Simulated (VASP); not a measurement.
# InP (F-43m) in VASP: further runs

Aim: see how the results for InP move with the level of theory and the settings. Levels: PBE, PBE+D4. Tasks: single point.

Everything below comes from runs of VASP 6.6.1. Logs are shortened: lines on timing, memory, paths and dates and some standing lists are left out, and cuts for length are marked.

**Measured values to compare with.**

A printed reference work, data compilation reports, for a bulk crystal of InP at 1.6 K: band gap 1.4236 eV (direct).

How close the calculation comes is told below.

## (1) The cell of the first run

It takes space group F-43m (No. 216, cubic). The conventional cell has a = 5.861 Å, b = 5.861 Å, c = 5.861 Å, α = 90.00°, β = 90.00°, γ = 90.00°. In (site symmetry -43m) has 4 P at 2.54 Å within 3.3 Å. Within 3.3 Å of P (site symmetry -43m) lie 4 In at 2.54 Å.

## (2) Single point, PBE

File INCAR:

```
PREC = Accurate
ENCUT = 520
EDIFF = 1E-7
ISMEAR = 0
SIGMA = 0.013000000000000001
LREAL = F
LASPH = T
NELM = 100
ALGO = Normal
ISIF = 2
LWAVE = F
LCHARG = F
GGA = PE
NBANDS = 16
```

File KPOINTS:

```
regular mesh
0
Gamma
  8 8 8
```

File POSCAR:

```
InP
1.0
    0.0000000000      2.9305000000      2.9305000000
    2.9305000000      0.0000000000      2.9305000000
    2.9305000000      2.9305000000      0.0000000000
In P
1 1
Direct
    0.0000000000      0.0000000000      0.0000000000
    0.7500000000      0.7500000000      0.7500000000
```

Potentials or basis: VASP PAW PBE potentials, release 64 (In_d, P).

Run with:

```
cat potpaw_PBE.64/In_d/POTCAR potpaw_PBE.64/P/POTCAR > POTCAR
mpirun -np 1 vasp_std > vasp.out
```

OUTCAR:

```text
PREC = Accurate
   ENCUT = 520
   EDIFF = 1E-7
   ISMEAR = 0
   LREAL = F
   LASPH = T
   NELM = 100
   ISIF = 2
   GGA = PE

 ion  position               nearest neighbor table
   1  0.000  0.000  0.000-   2 2.54   2 2.54   2 2.54   2 2.54
   2  0.750  0.750  0.750-   1 2.54   1 2.54   1 2.54   1 2.54

  LATTYP: Found a face centered cubic cell.
 ALAT       =     5.8610000000

  Lattice vectors:

 A1 = (   0.0000000000,   2.9305000000,   2.9305000000)
 A2 = (   2.9305000000,   0.0000000000,   2.9305000000)
 A3 = (   2.9305000000,   2.9305000000,   0.0000000000)

Analysis of symmetry for initial positions (statically):
=====================================================================
 Subroutine PRICEL returns:
 Original cell was already a primitive cell.

 Routine SETGRP: Setting up the symmetry group for a
 face centered cubic supercell.

 Subroutine GETGRP returns: Found 24 space group operations
 (whereof 24 operations were pure point group operations)
 out of a pool of 48 trial point group operations.

The static configuration has the point symmetry T_d .

Analysis of symmetry for dynamics (positions and initial velocities):
=====================================================================
 Subroutine PRICEL returns:
 Original cell was already a primitive cell.

 Routine SETGRP: Setting up the symmetry group for a
 face centered cubic supercell.

 Subroutine GETGRP returns: Found 24 space group operations
 (whereof 24 operations were pure point group operations)
 out of a pool of 48 trial point group operations.

The dynamic configuration has the point symmetry T_d .

 Subroutine INISYM returns: Found 24 space group operations
 (whereof 24 operations are pure point group operations),
 and found     1 'primitive' translations

----------------------------------------------------------------------------------------

                                     Primitive cell

  volume of cell :      50.3333

  direct lattice vectors                    reciprocal lattice vectors
     0.000000000  2.930500000  2.930500000    -0.170619348  0.170619348  0.170619348
     2.930500000  0.000000000  2.930500000     0.170619348 -0.170619348  0.170619348
     2.930500000  2.930500000  0.000000000     0.170619348  0.170619348 -0.170619348

  length of vectors
     4.144352845  4.144352845  4.144352845     0.295521380  0.295521380  0.295521380

  position of ions in fractional coordinates (direct lattice)
     0.000000000  0.000000000  0.000000000
     0.750000000  0.750000000  0.750000000

  ion indices of the primitive-cell ions
   primitive index   ion index
                 1           1
                 2           2

----------------------------------------------------------------------------------------

 KPOINTS: regular mesh

Automatic generation of k-mesh.
 Grid dimensions read from file:
 generate k-points for:    8    8    8

 Generating k-lattice:

  Cartesian coordinates                     Fractional coordinates (reciprocal lattice)
    -0.021327419  0.021327419  0.021327419     0.125000000  0.000000000  0.000000000
     0.021327419 -0.021327419  0.021327419     0.000000000  0.125000000  0.000000000
     0.021327419  0.021327419 -0.021327419     0.000000000  0.000000000  0.125000000

  Length of vectors
     0.036940172  0.036940172  0.036940172

  Shift w.r.t. Gamma in fractional coordinates (k-lattice)
     0.000000000  0.000000000  0.000000000

 Subroutine IBZKPT returns following result:
 ===========================================

 Found     29 irreducible k-points:

 Following reciprocal coordinates:
            Coordinates               Weight
  0.000000  0.000000  0.000000      1.000000
  0.125000  0.000000  0.000000      8.000000
  0.250000  0.000000  0.000000      8.000000
  0.375000  0.000000  0.000000      8.000000
  0.500000  0.000000  0.000000      4.000000
  0.125000  0.125000  0.000000      6.000000
[... 16 lines left out ...]
  0.500000  0.250000  0.125000     48.000000
 -0.375000  0.250000  0.125000     24.000000
 [... further k-points ...]
   k-points           NKPTS =     29   k-points in BZ     NKDIM =     29   number of bands    NBANDS=     16
   number of dos      NEDOS =    301   number of ions     NIONS =      2
   total plane-waves  NPLWV =  32768
   dimension x,y,z NGX =    32 NGY =   32 NGZ =   32
   dimension x,y,z NGXF=    64 NGYF=   64 NGZF=   64
   ions per type =               1   1
   NGX,Y,Z   is equivalent  to a cutoff of  12.84, 12.84, 12.84 a.u.
   NGXF,Y,Z  is equivalent  to a cutoff of  25.67, 25.67, 25.67 a.u.
 SYSTEM =  unknown system
   PREC   = accura    normal or accurate (medium, high low for compatibility)
   ISTART =      0    job   : 0-new  1-cont  2-samecut
   ICHARG =      2    charge: 1-file 2-atom 10-const
   ISPIN  =      1    spin polarized calculation?
   LNONCOLLINEAR =      F non collinear calculations
   LSORBIT =      F    spin-orbit coupling
   LASPH  =      T    aspherical Exc in radial PAW
   ENCUT  =  520.0 eV  38.22 Ry    6.18 a.u.   7.71  7.71  7.71*2*pi/ulx,y,z
   NELM   =    100;   NELMIN=  2; NELMDL= -5     # of ELM steps
   EDIFF  = 0.1E-06   stopping-criterion for ELM
   LREAL  =      F    real-space projection
   EDIFFG = 0.1E-05   stopping-criterion for IOM
   NSW    =      0    number of steps for IOM
   IBRION =     -1    ionic relax: 0-MD 1-quasi-New 2-CG
   NFREE  =      0    steps in history (QN), initial steepest desc. (CG)
   ISIF   =      2    stress and relaxation
   ISYM   =      2    0-nonsym 1-usesym 2-fastsym
   POTIM  = 0.5000    time-step for ionic-motion
   TEBEG  =    0.0;   TEEND  =   0.0 temperature during run
   PSTRESS=    0.0 pullay stress
   NELECT =      18.0000    total number of electrons
   NUPDOWN=      -1.0000    fix difference up-down
   EMIN   =  10.00;   EMAX   =-10.00  energy-range for DOS
   EFERMI =   0.00;   METHOD = LEGACY
   ISMEAR =     0;   SIGMA  =   0.01  broadening in eV -4-tet -1-fermi 0-gaus
   EFERMI_NEDOS =   21; number of points for ismear=-14 and -15
   IALGO  =     38    algorithm
   IMIX   =      4    mixing-type and parameters
     AMIX     =   0.40;   BMIX     =  1.00
     AMIX_MAG =   1.60;   BMIX_MAG =  1.00
  volume/ion in A,a.u.               =      25.17       169.83
  Fermi-wavevector in a.u.,A,eV,Ry     =   1.162021  2.195901 18.371846  1.350293
  Thomas-Fermi vector in A             =   2.298587
   LORBIT       =      0    0 simple, 1 ext, 2 COOP (PROOUT), +10 PAW based schemes
   GGA     = PE    functional components
   LHFCALC =     F    Hartree Fock is set to
   AEXX    =    0.0000 exact exchange contribution
   IVDW    =     0    specifies the selected vdW correction
   LEPSILON=     F    determine dielectric tensor
   LRPA    =     F    only Hartree local field effects (RPA)
 non-spin polarized calculation
 Gauss-broadening in eV      SIGMA  =   0.01
  energy-cutoff  :      520.00
  volume of cell :       50.33
 maximum number of plane-waves:      1380
   NGX = 15   NGY = 15   NGZ = 15

 number of electron      18.0000005 magnetization

 Free energy of the ion-electron system (eV)
  ---------------------------------------------------
  ext. energy  EPLUGINS =         0.00000000
  ---------------------------------------------------
  free energy    TOTEN  =        -8.38078731 eV

  energy without entropy =       -8.38078731  energy(sigma->0) =       -8.38078731

 E-fermi :   5.2790     XC(G=0):  -9.2826

 val. band max:        5.1894536875   @ k =   0.0000   0.0000   0.0000
 cond. band min:       5.9014877099   @ k =   0.0000   0.0000   0.0000
 fundamental gap:      0.7120340224
 Fermi energy:         5.2790273192

 k-point     1 :       0.0000    0.0000    0.0000
  band No.  band energies     occupation
      1      -8.9969      2.00000
      2      -8.9969      2.00000
      3      -8.9969      2.00000
      4      -8.8448      2.00000
      5      -8.8448      2.00000
      6      -6.3279      2.00000
[... 8 lines left out ...]
     15      14.6385      0.00000
     16      14.6385      0.00000

 k-point     2 :       0.1250    0.0000    0.0000
  band No.  band energies     occupation
      1      -9.0159      2.00000
      2      -8.9894      2.00000
      3      -8.9894      2.00000
      4      -8.8447      2.00000
      5      -8.8447      2.00000
      6      -6.1493      2.00000
[... 8 lines left out ...]
     15      14.0008      0.00000
     16      14.5474      0.00000

 k-point     3 :       0.2500    0.0000    0.0000
  band No.  band energies     occupation
      1      -9.0593      2.00000
      2      -8.9735      2.00000
      3      -8.9735      2.00000
      4      -8.8422      2.00000
      5      -8.8422      2.00000
      6      -5.6508      2.00000
[... 8 lines left out ...]
     15      13.7783      0.00000
     16      14.3303      0.00000

 k-point     4 :       0.3750    0.0000    0.0000
  band No.  band energies     occupation
      1      -9.0999      2.00000
      2      -8.9616      2.00000
      3      -8.9616      2.00000
      4      -8.8354      2.00000
      5      -8.8354      2.00000
      6      -4.9836      2.00000
[... 8 lines left out ...]
     15      14.7089      0.00000
     16      14.7089      0.00000
[... 324 lines left out ...]
 k-point    22 :       0.3750    0.2500    0.1250
  band No.  band energies     occupation
      1      -9.0974      2.00000
      2      -8.9542      2.00000
      3      -8.9478      2.00000
      4      -8.8601      2.00000
      5      -8.8296      2.00000
      6      -5.2368      2.00000
[... 8 lines left out ...]
     15      15.3798      0.00000
     16      16.8521      0.00000

 k-point    23 :       0.5000    0.2500    0.1250
  band No.  band energies     occupation
      1      -9.1213      2.00000
      2      -8.9488      2.00000
      3      -8.9333      2.00000
      4      -8.8562      2.00000
      5      -8.8293      2.00000
      6      -4.6260      2.00000
[... 8 lines left out ...]
     15      16.0461      0.00000
     16      16.5912      0.00000

 k-point    24 :      -0.3750    0.2500    0.1250
  band No.  band energies     occupation
      1      -9.1300      2.00000
      2      -8.9483      2.00000
      3      -8.9283      2.00000
      4      -8.8502      2.00000
      5      -8.8318      2.00000
      6      -4.2860      2.00000
[... 8 lines left out ...]
     15      15.8992      0.00000
     16      16.5206      0.00000

 [... further k-points ...]

------------------------ aborting loop because EDIFF is reached ----------------------------------------

  FORCE on cell =-STRESS in cart. coord.  units (eV):
  Direction    XX          YY          ZZ          XY          YZ          ZX
  --------------------------------------------------------------------------------------
  -------------------------------------------------------------------------------------
  Total        1.0312305      1.0312305      1.0312305      0.0000000      0.0000000      0.0000000
  in kB       32.8254858     32.8254858     32.8254858      0.0000000      0.0000000      0.0000000
  external PRESSURE =      32.8254858 kB  Pullay stress =       0.0000000 kB

 VOLUME and BASIS-vectors are now :
 -----------------------------------------------------------------------------
  energy-cutoff  :      520.00
  volume of cell :       50.33
      direct lattice vectors                 reciprocal lattice vectors
     0.000000000  2.930500000  2.930500000    -0.170619348  0.170619348  0.170619348
     2.930500000  0.000000000  2.930500000     0.170619348 -0.170619348  0.170619348
     2.930500000  2.930500000  0.000000000     0.170619348  0.170619348 -0.170619348

 POSITION                                       TOTAL-FORCE (eV/Angst)
 -----------------------------------------------------------------------------------
      0.00000      0.00000      0.00000        -0.000000     -0.000000     -0.000000
      4.39575      4.39575      4.39575         0.000000      0.000000      0.000000
 -----------------------------------------------------------------------------------
    total drift:                                0.000000      0.000000      0.000000

  FREE ENERGIE OF THE ION-ELECTRON SYSTEM (eV)
  ---------------------------------------------------
  free  energy   TOTEN  =        -8.3807873143 eV

  energy  without entropy=       -8.3807873143  energy(sigma->0) =       -8.38078731
```

It took 9.9 s on 1 thread of Intel Xeon 6975P-C (Granite Rapids), shared host; peak memory 0.17 GiB.

Results:

* Free energy: -8.3808 eV
* Pressure: 3.3 GPa
* Band gap on the k mesh: 0.71 eV, direct

Caveat: spin-orbit coupling is left out, which moves the levels of the heavy elements. As with any semilocal functional, this PBE gap is likely too small.

## (3) Single point, PBE+D4

This run uses another cell than the first one, of 25.56 Å³/atom, 1.016 times its volume.

File INCAR:

```
ALGO = Normal
EDIFF = 1E-7
ENCUT = 520
GGA = PE
ISIF = 2
ISMEAR = -1
IVDW = 13
LASPH = T
LCHARG = F
LREAL = F
LWAVE = F
NBANDS = 16
NELM = 100
PREC = Accurate
SIGMA = 0.05
```

File KPOINTS:

```
k-points
0
Gamma
  8 8 8
```

File POSCAR:

```
InP
1.0
    0.0000000000      2.9457564737      2.9457564737
    2.9457564737      0.0000000000      2.9457564737
    2.9457564737      2.9457564737      0.0000000000
In P
1 1
Direct
    0.0000000000      0.0000000000      0.0000000000
    0.7500000000      0.7500000000      0.7500000000
```

Potentials or basis: VASP PAW PBE potentials, release 64 (In_d, P).

Run with:

```
cat potpaw_PBE.64/In_d/POTCAR potpaw_PBE.64/P/POTCAR > POTCAR
mpirun -np 1 vasp_std > vasp.out
```

Run time: 9.5 s. Hardware: 1 thread of Intel Xeon 6975P-C (Granite Rapids), shared host; peak memory 0.18 GiB.

Results (log left out):

- Free energy: -9.0574 eV
- Pressure: -0.1 GPa
- Band gap on the k mesh: 0.63 eV, direct
- Dispersion energy per atom: -0.332 eV

Levels at points of the mesh, in eV from the valence-band top:
| k point | band 5 | band 6 | band 7 | band 8 | band 9 | band 10 | band 11 | band 12 | band 13 | band 14 |
| --- | --- | --- | --- | --- | --- | --- | --- | --- | --- | --- |
| (0.00, 0.00, 0.00) | -14.01 | -11.41 | 0.00 | 0.00 | 0.00 | 0.63 | 4.09 | 4.09 | 4.09 | 8.51 |
| (0.50, 0.00, 0.00) | -14.00 | -9.74 | -5.65 | -0.95 | -0.95 | 1.46 | 4.81 | 4.81 | 7.07 | 9.41 |
| (0.50, 0.50, 0.00) | -13.98 | -9.10 | -5.68 | -2.27 | -2.27 | 1.79 | 2.27 | 9.12 | 9.49 | 9.49 |

Caveat: spin-orbit coupling is left out, which moves the levels of the heavy elements.

## (4) Against experiment

Step 3. A measured gap of InP is 1.4236 eV (direct; 1.6 K; a printed reference work, data compilation); the calculated 0.63 eV misses it by -0.80 eV. Spin-orbit coupling on In is left out. The value is that of PBE+D4, without temperature or zero-point motion. Semilocal functionals fall short of measured gaps as a rule.
